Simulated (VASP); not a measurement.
**SnO2 (fluorite), r²SCAN single-point calculation: Ansatz's output and VASP's**

```
CELL_PARAMETERS angstrom
0.00000 2.53347 2.53347
2.53347 0.00000 2.53347
2.53347 2.53347 0.00000
ATOMIC_POSITIONS crystal
Sn 0.00000 0.00000 0.00000
O 0.25000 0.25000 0.25000
O 0.75000 0.75000 0.75000
```

Ansatz printed

```
SCF 1 converged in 7 iterations: F = -7175.372310 eV  dr2 = 7.51e-10
  greatest PAW one-centre occupation: 0.995 electrons in one spin orbital (limit 2), on the Sn atom at site 0 (counted from 0), in its partial waves of l = 2
NSCF: frozen V_eff on 6 k-points
SCF converged after 7 iterations
Free energy (F): -7175.372310 eV
Harris-Foulkes:  -7175.372310 eV  (|F-HF|=1.82e-11)
Internal energy: -7175.372310 eV  (E = F + TS)
E sigma→0 (E₀):  -7175.372310 eV
Fermi energy:    11.432471 eV
--- Per-component energies (eV) ---
  E_band       = -27.118091
  E_kinetic    = 544.588446
  E_local      = -1182.915530  (includes V_loc(G=0)·N_el)
  E_nonlocal   = 65.609900
  E_hartree    = 648.190391
  E_xc         = -518.525421
  E_vxc        = -311.985512  (∫ρ·V_xc dr)
  E_paw        = -4492.658258  (= ΣΔE_a)
  E_vpaw       = -458.192595  (= ΣTr[D̂ρ^β])
  E_aug_tail   = 0.002108  (compensation charges beyond the density's cutoff)
  E_vtau       = 19.394405  (kinetic-family band-sum trace: ∫τ·v_τ [+ j·A + Jᵃ·Aᵃ] dr)
  E_ewald      = -2240.335384
  E_core_change = 0.671438  (= ΣΔE_core)
  E_smearing   = -0.000000  (= −TS)
  E_closure    = -0.000000  (closes the sum)
  Σ components = -7175.372310   (vs F -7175.372310, Δ=0.00e0)
--- Forces (eV/Å), atoms counted from 1 ---
  atom   1  Sn    -0.00000000     0.00000000    -0.00000000
  atom   2  O     -0.00000000    -0.00000000     0.00000000
  atom   3  O     -0.00000000     0.00000000     0.00000000
  max |Σ_I F_I| component: 1.62e-17 eV/Å
--- Stress (GPa, compression-positive) ---
        0.019073       0.000000      -0.000000
        0.000000       0.019073      -0.000000
        0.000000      -0.000000       0.019073
  P = ⅓ Tr σ = 0.0191 GPa (0.191 kbar)
--- Band table (eV; the first three rows and the last of 29) ---
  k-point 0: bands = ["-9.7642", "-9.7642", "-9.7642", "-9.6086", "-9.6086", "-9.2536", "-5.3823", "8.4060", "8.4060", "8.4060", "10.0018", "10.0018", "10.0018", "12.2706", "19.3262", "19.3262", "19.3262"]
  k-point 1: bands = ["-9.8514", "-9.7516", "-9.7516", "-9.6090", "-9.6090", "-9.0831", "-5.3553", "7.8773", "8.3305", "8.3305", "9.1780", "9.8887", "9.8887", "13.5131", "19.1254", "19.7307", "19.7307"]
  k-point 2: bands = ["-10.0783", "-9.7281", "-9.7281", "-9.6028", "-9.6028", "-8.5485", "-5.4199", "6.7107", "8.1640", "8.1640", "8.3276", "9.6169", "9.6169", "15.2828", "19.1614", "20.8062", "20.8062"]
  k-point 28: bands = ["-10.1377", "-10.1377", "-9.6536", "-9.5924", "-9.5914", "-6.2909", "-6.2909", "3.2740", "5.2407", "8.2124", "8.2124", "11.0976", "11.4325", "16.5730", "21.0573", "22.1217", "22.1217"]
```

The two codes use different PAW datasets and cutoffs. VASP's cell holds 26 valence electrons and Ansatz's 26. Ansatz's stress includes a Pulay correction; VASP's doesn't.

Question: What does VASP give for the same cell and level of theory?

Answer: gap between bands v and c 0.86 eV; least direct gap 2.29 eV; pressure 1.4 GPa.

From OUTCAR

```
k-points           NKPTS =     29   k-points in BZ     NKDIM =     29   number of bands    NBANDS=     20

   NELECT =      26.0000    total number of electrons

   dimension x,y,z NGX =    28 NGY =   28 NGZ =   28
   dimension x,y,z NGXF=    56 NGYF=   56 NGZF=   56

  energy-cutoff  :      520.00
  volume of cell :       32.52
      direct lattice vectors                 reciprocal lattice vectors
     0.000000000  2.533466972  2.533466972    -0.197358010  0.197358010  0.197358010
     2.533466972  0.000000000  2.533466972     0.197358010 -0.197358010  0.197358010
     2.533466972  2.533466972  0.000000000     0.197358010  0.197358010 -0.197358010

 k-points in reciprocal lattice and weights: KPOINTS created by Atomic Simulation Env
   0.00000000  0.00000000  0.00000000       0.002
   0.12500000  0.00000000  0.00000000       0.016
   0.25000000  0.00000000  0.00000000       0.016
   0.37500000  0.00000000  0.00000000       0.016
   0.50000000  0.00000000  0.00000000       0.008
   0.12500000  0.12500000  0.00000000       0.012
   0.25000000  0.12500000  0.00000000       0.047
   0.37500000  0.12500000  0.00000000       0.047
   ...

 E-fermi :   7.7689

 k-point     1 :       0.0000    0.0000    0.0000
  band No.  band energies     occupation
      1     -13.4437      2.00000
      2     -13.4437      2.00000
      3     -13.4437      2.00000
      4     -13.2558      2.00000
      5     -13.2558      2.00000
      6     -12.9841      2.00000
      7      -9.1020      2.00000
      8       4.6742      2.00000
      9       4.6742      2.00000
     10       4.6742      2.00000
     11       6.2714      2.00000
     12       6.2714      2.00000
     13       6.2714      2.00000
     14       8.5655      0.00000
     15      15.5973      0.00000
     16      15.5973      0.00000
     17      15.5974      0.00000
     18      21.6130      0.00000
     19      23.9575      0.00000
     20      23.9575      0.00000

 k-point     2 :       0.1250    0.0000    0.0000
  band No.  band energies     occupation
      1     -13.5335      2.00000
      2     -13.4309      2.00000
      3     -13.4309      2.00000
      4     -13.2564      2.00000
      5     -13.2564      2.00000
      6     -12.8125      2.00000
      7      -9.0737      2.00000
      8       4.1455      2.00000
      9       4.5984      2.00000
     10       4.5984      2.00000
     11       5.4530      2.00000
     12       6.1582      2.00000
     13       6.1582      2.00000
     14       9.8032      0.00000
     15      15.3951      0.00000
     16      16.0028      0.00000
     17      16.0029      0.00000
     18      22.7718      0.00000
     19      24.0110      0.00000
     20      24.0110      0.00000

 k-point     3 :       0.2500    0.0000    0.0000
  band No.  band energies     occupation
      1     -13.7659      2.00000
      2     -13.4055      2.00000
      3     -13.4055      2.00000
      4     -13.2519      2.00000
      5     -13.2519      2.00000
      6     -12.2754      2.00000
      7      -9.1356      2.00000
      8       2.9819      2.00000
      9       4.4313      2.00000
     10       4.4313      2.00000
     11       4.6019      2.00000
     12       5.8863      2.00000
     13       5.8863      2.00000
     14      11.5718      0.00000
     15      15.4315      0.00000
     16      17.0815      0.00000
     17      17.0816      0.00000
     18      24.1215      0.00000
     19      24.1215      0.00000
     20      24.6629      0.00000

 k-point     4 :       0.3750    0.0000    0.0000
  band No.  band energies     occupation
      1     -13.9834      2.00000
      2     -13.3902      2.00000
      3     -13.3902      2.00000
      4     -13.2367      2.00000
      5     -13.2367      2.00000
      6     -11.4808      2.00000
      7      -9.5129      2.00000
      8       2.1333      2.00000
      9       3.9760      2.00000
     10       4.2849      2.00000
     11       4.2849      2.00000
     12       5.6152      2.00000
     13       5.6152      2.00000
     14      12.8112      0.00000
     15      15.9788      0.00000
     16      18.4092      0.00000
     17      18.4093      0.00000
     18      24.0954      0.00000
     19      24.0954      0.00000
     20      24.6216      0.00000

 ...

  Total        0.2766930      0.2766930      0.2766930      0.0000000     -0.0000000     -0.0000000
  in kB       13.6311664     13.6311664     13.6311664      0.0000000     -0.0000000     -0.0000000
  external PRESSURE =      13.6311664 kB  Pullay stress =       0.0000000 kB

 POSITION                                       TOTAL-FORCE (eV/Angst)
 -----------------------------------------------------------------------------------
      0.00000      0.00000      0.00000         0.000000     -0.000000      0.000000
      1.26673      1.26673      1.26673         0.000000     -0.000000      0.000000
      3.80020      3.80020      3.80020        -0.000000      0.000000     -0.000000
 -----------------------------------------------------------------------------------
    total drift:                               -0.000000     -0.000000      0.000000

  FREE ENERGIE OF THE ION-ELECTRON SYSTEM (eV)
  ---------------------------------------------------
  free  energy   TOTEN  =       -41.4814379747 eV

  energy  without entropy=      -41.4814379747  energy(sigma->0) =      -41.48143797
```
